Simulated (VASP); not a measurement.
# BaTiO3 (P4mm) in VASP: settings compared, part 2 of 2

VASP 6.6.1.

### Step 5. Relaxation of cell and atoms, LDA

INCAR

```
  PREC = Accurate
  ENCUT = 600
  EDIFF = 1E-7
  ISMEAR = -1
  SIGMA = 0.05
  LREAL = False
  LASPH = True
  NELM = 100
  ALGO = Normal
  ISIF = 3
  LWAVE = False
  LCHARG = False
  IBRION = 2
  NSW = 40
  EDIFFG = -0.02
```

KPOINTS

```
regular mesh
0
Gamma
  7 7 7
```

POSCAR

```
BaTiO3
1.0
    3.9998000000      0.0000000000      0.0000000000
    0.0000000000      3.9998000000      0.0000000000
    0.0000000000      0.0000000000      4.0180000000
Ba Ti O
1 1 3
Direct
    0.0000000000      0.0000000000      0.0000000000
    0.5000000000      0.5000000000      0.4900000000
    0.0000000000      0.5000000000      0.5170000000
    0.5000000000      0.0000000000      0.5170000000
    0.5000000000      0.5000000000      0.0190000000
```

Potentials or basis: VASP PAW LDA potentials, release 64 (Ba_sv, Ti_sv, O).

The run is started by

```console
cat potpaw_LDA.64/Ba_sv/POTCAR potpaw_LDA.64/Ti_sv/POTCAR potpaw_LDA.64/O/POTCAR > POTCAR
mpirun -np 1 vasp_std > vasp.out
```

OUTCAR:

```text
PREC = Accurate
   ENCUT = 600
   EDIFF = 1E-7
   ISMEAR = -1
   LREAL = False
   LASPH = True
   NELM = 100
   ISIF = 3
   IBRION = 2
   NSW = 40
   EDIFFG = -0.02

 ion  position               nearest neighbor table
   1  0.000  0.000  0.000-   3 2.79   4 2.79   3 2.79   4 2.79   5 2.83   5 2.83   5 2.83   5 2.83
                             4 2.88   3 2.88   4 2.88   3 2.88   2 3.45   2 3.45   2 3.45   2 3.45
   2  0.500  0.500  0.490-   5 1.89   4 2.00   3 2.00   4 2.00   3 2.00   5 2.13   1 3.45   1 3.45
                             1 3.45   1 3.45   1 3.49   1 3.49   1 3.49   1 3.49
   3  0.000  0.500  0.517-   2 2.00   2 2.00   1 2.79   1 2.79   1 2.88   1 2.88
   4  0.500  0.000  0.517-   2 2.00   2 2.00   1 2.79   1 2.79   1 2.88   1 2.88
   5  0.500  0.500  0.019-   2 1.89   2 2.13   1 2.83   1 2.83   1 2.83   1 2.83

  LATTYP: Found a simple tetragonal cell.
 ALAT       =     3.9998000000
 C/A-ratio  =     1.0045502275

  Lattice vectors:

 A1 = (   3.9998000000,   0.0000000000,   0.0000000000)
 A2 = (   0.0000000000,   3.9998000000,   0.0000000000)
 A3 = (   0.0000000000,   0.0000000000,   4.0180000000)

Analysis of symmetry for initial positions (statically):
=====================================================================
 Subroutine PRICEL returns:
 Original cell was already a primitive cell.

 Routine SETGRP: Setting up the symmetry group for a
 simple tetragonal supercell.

 Subroutine GETGRP returns: Found  8 space group operations
 (whereof  8 operations were pure point group operations)
 out of a pool of 16 trial point group operations.

The static configuration has the point symmetry C_4v.

Analysis of symmetry for dynamics (positions and initial velocities):
=====================================================================
 Subroutine PRICEL returns:
 Original cell was already a primitive cell.

 Routine SETGRP: Setting up the symmetry group for a
 simple tetragonal supercell.

[... 139 lines left out ...]
   LEPSILON=     F    determine dielectric tensor
   LRPA    =     F    only Hartree local field effects (RPA)
 conjugate gradient relaxation of ions
 non-spin polarized calculation
  energy-cutoff  :      600.00
  volume of cell :       64.28
 maximum number of plane-waves:      2174
 NGX is ok and might be reduce to    32
   NGX = 15   NGY = 15   NGZ = 17

--------------------------------------- Ionic step        1  -------------------------------------------

 number of electron      39.9999999 magnetization

 Free energy of the ion-electron system (eV)
  ---------------------------------------------------
  ext. energy  EPLUGINS =         0.00000000
  ---------------------------------------------------
  free energy    TOTEN  =       -44.12038574 eV

  energy without entropy =      -44.12038573  energy(sigma->0) =      -44.12038573

------------------------ aborting loop because EDIFF is reached ----------------------------------------

  FORCE on cell =-STRESS in cart. coord.  units (eV):
  Direction    XX          YY          ZZ          XY          YZ          ZX
  --------------------------------------------------------------------------------------
  -------------------------------------------------------------------------------------
  Total       -2.8102669     -2.8102669     -2.4169263      0.0000000      0.0000000      0.0000000
  in kB      -70.0441167    -70.0441167    -60.2403517      0.0000000      0.0000000      0.0000000
  external PRESSURE =     -66.7761950 kB  Pullay stress =       0.0000000 kB
[... 221 lines left out ...]
--------------------------------------- Ionic step        7  -------------------------------------------

 number of electron      39.9999984 magnetization

 Free energy of the ion-electron system (eV)
  ---------------------------------------------------
  ext. energy  EPLUGINS =         0.00000000
  ---------------------------------------------------
  free energy    TOTEN  =       -44.17513159 eV

  energy without entropy =      -44.17513159  energy(sigma->0) =      -44.17513159

 E-fermi :   4.7240     XC(G=0): -11.9053

 val. band max:        3.7353891107   @ k =   0.4286   0.4286   0.4286
 cond. band min:       5.5950095823   @ k =   0.0000   0.0000   0.0000
 fundamental gap:      1.8596204716
 Fermi energy:         4.7239826312

 k-point     1 :       0.0000    0.0000    0.0000
  band No.  band energies     occupation
      1     -51.8598      2.00000
      2     -28.5359      2.00000
      3     -28.4969      2.00000
      4     -28.4969      2.00000
      5     -20.8119      2.00000
      6     -12.8638      2.00000
[... 637 lines left out ...]
     23       7.6055      0.00000
     24       8.8872      0.00000

 [... further k-points ...]

------------------------ aborting loop because EDIFF is reached ----------------------------------------

  FORCE on cell =-STRESS in cart. coord.  units (eV):
  Direction    XX          YY          ZZ          XY          YZ          ZX
  --------------------------------------------------------------------------------------
  -------------------------------------------------------------------------------------
  Total       -0.0325646     -0.0325646     -0.0458666      0.0000000     -0.0000000      0.0000000
  in kB       -0.8415647     -0.8415647     -1.1853295      0.0000000     -0.0000000      0.0000000
  external PRESSURE =      -0.9561529 kB  Pullay stress =       0.0000000 kB
[... 20 lines left out ...]
  FREE ENERGIE OF THE ION-ELECTRON SYSTEM (eV)
  ---------------------------------------------------
  free  energy   TOTEN  =       -44.1751315860 eV

  energy  without entropy=      -44.1751315852  energy(sigma->0) =      -44.17513159

 reached required accuracy - stopping structural energy minimisation
```

OSZICAR:

```text
N       E                     dE             d eps       ncg     rms          rms(c)
DAV:   1     0.477955436044E+03    0.47796E+03   -0.23436E+04  1920   0.201E+03
DAV:   2    -0.401895758521E+01   -0.48197E+03   -0.47406E+03  2328   0.517E+02
DAV:   3    -0.525432352021E+02   -0.48524E+02   -0.47715E+02  2800   0.152E+02
[... 76 lines left out ...]
DAV:   5    -0.441751274848E+02   -0.21536E-05   -0.16105E-05  2632   0.356E-02    0.976E-03
DAV:   6    -0.441751299095E+02   -0.24247E-05   -0.59116E-06  2928   0.132E-02    0.776E-03
DAV:   7    -0.441751312705E+02   -0.13609E-05   -0.22038E-06  2992   0.900E-03    0.394E-03
DAV:   8    -0.441751315834E+02   -0.31294E-06   -0.81427E-07  2576   0.634E-03    0.498E-04
DAV:   9    -0.441751315860E+02   -0.25834E-08   -0.51128E-08  1056   0.169E-03
   7 F= -.44175132E+02 E0= -.44175132E+02  d E =-.159713E-03
```

CONTCAR:

```text
BaTiO3
   1.00000000000000
     3.9421277757663771    0.0000000000000000    0.0000000000000000
     0.0000000000000000    3.9421277757663771    0.0000000000000000
     0.0000000000000000   -0.0000000000000000    3.9893953287483410
  Ba              Ti              O
     1     1     3
Direct
     0.0000000000000000    0.0000000000000000    0.0016218591134778
     0.5000000000000000    0.5000000000000000    0.4895542825177250
     0.0000000000000000    0.5000000000000000    0.5149205854595296
     0.5000000000000000    0.0000000000000000    0.5149205854595296
     0.5000000000000000    0.5000000000000000    0.0219826874497444

  0.00000000E+00  0.00000000E+00  0.00000000E+00
  0.00000000E+00  0.00000000E+00  0.00000000E+00
  0.00000000E+00  0.00000000E+00  0.00000000E+00
  0.00000000E+00  0.00000000E+00  0.00000000E+00
  0.00000000E+00  0.00000000E+00  0.00000000E+00
```

Run time: 4.4 min. Hardware: 1 thread of Intel Xeon Platinum 8488C (Sapphire Rapids), shared host; peak memory 0.22 GiB.

Results:

```
Free energy                            : -44.1751 eV
Relaxed volume                         : 12.40 Å³/atom
Relaxed cell                           : a = 3.942 Å, b = 3.942 Å, c = 3.989 Å, α = 90.00°, β = 90.00°, γ = 90.00°
Space group after relaxing (to 0.05 Å) : P4mm (No. 99)
Energy gained by relaxing              : 10.9 meV/atom
Ionic steps                            : 7
Pressure after relaxing                : -0.1 GPa
Largest force after relaxing           : 0.018 eV/Å
Band gap on the k mesh                 : 1.86 eV, indirect (least direct gap 2.04 eV)
```

Forces in eV/Å, atoms in the order of the input:
```
Ba   0.000  0.000  0.015
Ti   0.000  0.000 -0.018
O    0.000  0.000 -0.005
O    0.000  0.000 -0.005
O    0.000  0.000  0.014
```

The path:
| step | energy change (eV) | largest force (eV/Å) | pressure (GPa) | volume (Å³) |
| --- | --- | --- | --- | --- |
| 1 | 0.0000 | 0.3674 | -6.68 | 64.28 |
| 2 | 0.0171 | 0.4597 | 9.05 | 59.42 |
| 3 | -0.0533 | 0.0658 | 0.00 | 61.95 |
| 4 | -0.0533 | 0.0644 | 0.15 | 61.90 |
| 5 | -0.0545 | 0.0409 | 0.14 | 61.90 |
| 6 | -0.0546 | 0.0340 | 0.13 | 61.91 |
| 7 | -0.0547 | 0.0183 | -0.10 | 62.00 |

Final structure:
```
CELL_PARAMETERS angstrom
3.94213 0.00000 0.00000
0.00000 3.94213 0.00000
0.00000 0.00000 3.98940
ATOMIC_POSITIONS crystal
Ba 0.00000 0.00000 0.00162
Ti 0.50000 0.50000 0.48955
O 0.00000 0.50000 0.51492
O 0.50000 0.00000 0.51492
O 0.50000 0.50000 0.02198
```

Levels at points of the mesh, in eV from the valence-band top:
```
           k point  band 17  band 18  band 19  band 20  band 21  band 22  band 23  band 24
(0.00, 0.00, 0.00)    -1.14    -0.20    -0.18    -0.18     1.86     2.09     2.09     4.39
```

Caveat: spin-orbit coupling is left out, which moves the levels of the heavy elements; an odd mesh through Γ misses points on the zone boundary, where band edges often lie. LDA usually gives volumes a few per cent too small.
